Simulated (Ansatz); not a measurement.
Crystal: InSe.

```
In Se
1.0
     2.00000    1.15470    8.44000
    -2.00000    1.15470    8.44000
     0.00000   -2.30940    8.44000
In Se
2 2
Cartesian
  0.0000 0.0000 22.4994
  0.0000 0.0000 0.0000
  0.0000 0.0000 4.3525
  0.0000 0.0000 9.7102
```

Program: Ansatz 0.2.0. Alike in all runs: potentials or basis Ansatz PAW; cell as given. Hardware: 2 threads of Intel(R) Xeon(R) Processor @ 2.50GHz (Skylake/Cascade Lake), on a shared host.

Question: Order these runs on this cell by their wall time, lowest first.
A. task single point; level PBE; spin off; k mesh 8 × 8 × 8; cutoff (eV) 420; smearing gaussian 0.026 eV
B. task band structure; level r2SCAN; spin SOC, no magnetisation; k mesh 6 × 6 × 6; cutoff (eV) 500; smearing fermi-dirac 0.05 eV; points for each segment of the path 14
C. task band structure; level PBE; spin off; k mesh 8 × 8 × 8; cutoff (eV) 420; smearing fermi-dirac 0.05 eV; points for each segment of the path 14

Answer: A (20 s), C (49 s), B (380 s).
